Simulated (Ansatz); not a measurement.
Runs of Ansatz 0.2.0 on ZnS (Wurtzite-4H). The structure is hexagonal, space group P6_3mc (No. 186). Conventional cell: a = 3.823 Å, b = 3.823 Å, c = 12.520 Å, α = 90.00°, β = 90.00°, γ = 120.00°. Around Zn (site symmetry 3m) lie 4 S at 2.34 to 2.35 Å. Zn (site symmetry 3m) is surrounded by 4 S at 2.34 to 2.35 Å. Around S (site symmetry 3m) lie 4 Zn at 2.34 to 2.35 Å. Around S (site symmetry 3m) lie 4 Zn at 2.34 to 2.35 Å. 

```csv
task,level,cell,smearing,points for each segment of the path,gap on the mesh (eV),pressure (GPa),relaxed volume (Å³/atom),largest force (eV/Å)
band structure,LDA,as given,fermi-dirac 0.05 eV,10,1.87,-4.8,-,0.04
relaxation of cell and atoms,LDA,relaxed,fermi-dirac 0.05 eV,-,(c),0.0,18.58,-
single point,PBE,as given,gaussian 0.011 eV,-,2.13,1.3,-,0.04
band structure,PBEsol,as given,fermi-dirac 0.05 eV,10,1.99,-2.2,-,0.04
relaxation of cell and atoms,PBE,relaxed,fermi-dirac 0.05 eV,-,(b),0.0,(a),-
band structure,PBE,as given,fermi-dirac 0.05 eV,10,2.13,1.3,-,0.04
```

Alike in all rows: potentials or basis Ansatz PAW; no spin polarisation; k mesh 8 × 8 × 3; cutoff (eV) 420.

**Question.** Estimate the missing entries.

**Answer.** (a) 20.17; (b) 2.05; (c) 2.16.

Caveats: the PAW data sets come from PBE, with cores solved anew for the run's functional, which leaves a small shift of forces and pressure (some runs); odd divisions of the mesh miss points on the zone boundary, where band edges often lie, so the gap on the mesh can be too wide (some runs); the plane-wave basis is chosen anew once the cell has moved, so the energies of steps on either side of that aren't comparable (some runs).

A k mesh can miss the band edges.
